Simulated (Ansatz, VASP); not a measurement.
# Sb in VASP and in Ansatz

File INCAR:

```
ALGO     = Normal         # electronic algorithm
EDIFF    = 1E-6           # SCF threshold, eV
ENCUT    = 520            # plane-wave cutoff, eV
GGA      = PE             # functional
ISIF     = 2              # what is computed and relaxed
ISMEAR   = -1             # smearing method
LASPH    = True           # aspherical terms in the spheres
LCHARG   = True           # write CHGCAR
LELF     = True           # ELF
LREAL    = False          # projectors in reciprocal space
LVHAR    = True         
LWAVE    = False          # write WAVECAR
NBANDS   = 8              # bands
NELM     = 100            # most SCF steps
PREC     = Accurate       # precision mode
SIGMA    = 0.05           # smearing width, eV
```

Contents of KPOINTS:

```
k-points
0
Gamma
  12 12 12
```

POSCAR

```
Sb
1.0
    0.0000000000      2.3741500000      2.3050000000
    2.3741500000      0.0000000000      2.3050000000
    2.3741500000      2.3741500000      0.0000000000
Sb
1
Direct
    0.0000000000      0.0000000000      0.0000000000
```

Input for Ansatz:

```yaml
crystal:
  lattice:
    - [0.0, 2.37415, 2.305]
    - [2.37415, 0.0, 2.305]
    - [2.37415, 2.37415, 0.0]
  atoms:
    - { symbol: Sb, position: [0.0, 0.0, 0.0] }
kpoints:
  mp_grid: { grid: [12, 12, 12] }
  band_path:
    path:
      - [0.0, 0.0, 0.0]
      - [0.0, 0.5, 0.5]
      - [0.25, 0.75, 0.5]
      - [0.0, 0.5, 0.0]
      - [0.0, 0.0, 0.0]
      - [0.5, 0.5, 0.0]
      - [0.3826125, 0.6173875, 0.0]
      - [-0.3826125, 0.3826125, 0.0]
      - [0.0, 0.0, 0.0]
    npoints: 5
scf:
  occupations: { method: fermi_dirac, width: 0.05 }
hamiltonian:
  xc: pbe
  pseudopotentials: { kind: all_electron, lapw: { basis_error: 0.001 } }
output:
  forces: true
  stress: true
  eigenvalues: true
```

Change from the starting cell: equal xx and yy strain of +3 %.

Alike in both runs: task single point; functional PBE; k mesh 12 × 12 × 12; occupations fermi-dirac, width 0.05 eV; no spin polarisation.

```csv
,VASP,Ansatz
version,VASP 6.6.1,Ansatz 0.2.0
potentials or method,"VASP PAW PBE potentials, release 64 (Sb)","all-electron LAPW, scalar-relativistic"
plane-wave cutoff (eV),520,see its input
```

```csv
,VASP,Ansatz,Ansatz less VASP
pressure (GPa),3.8,3.9,+0.15
largest component of the traceless stress (GPa),0.32,0.33,+0.004
```

Ansatz ran all-electron here, so the differences hold the error of VASP's frozen core and of both bases.

The runs have no spin-orbit coupling, so splittings on Sb are missing.
